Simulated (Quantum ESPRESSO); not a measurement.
The system is BP.

```
P B
1.0
     0.00000    2.26900    2.26900
     2.26900    0.00000    2.26900
     2.26900    2.26900    0.00000
P B
1 1
Cartesian
  3.4035 3.4035 3.4035
  0.0000 0.0000 0.0000
```

- Program: Quantum ESPRESSO 7.5
- Task: phonons
- Functional: PW91
- Potentials or basis: PseudoDojo 0.4.1 SR PBE standard
- Cutoff: 1034 eV
- Density cutoff: 4136 eV
- k mesh: 6 × 6 × 6, shifted
- Occupations: fermi-dirac, width 0.05 eV
- Spin: no spin polarisation
- Mixing beta: 0.5
- Most SCF iterations: 120
- SCF threshold: 4e-10 Ry

The cell and the atoms were relaxed first, to 11.78 Å³/atom (a = 3.218 Å, b = 3.218 Å, c = 3.218 Å, α = 60.00°, β = 60.00°, γ = 60.00°), and the response was taken there.

The first run showed a gap, so the response started from a second, tighter run with fixed occupations.

The run gives a transverse optical frequency of 798 cm⁻¹, an electronic dielectric constant of 9.09 and Born charges of ±0.49 e.

What are the longitudinal frequency and the static dielectric constant?

The longitudinal mode lies at 802 cm⁻¹, 4 cm⁻¹ over the transverse one, and the static constant is 9.19. The two agree with the Lyddane-Sachs-Teller relation: (802/798)² = 1.01 and 9.19/9.09 = 1.01.

Caveat: the potentials were made for another functional, which shifts forces and pressure.
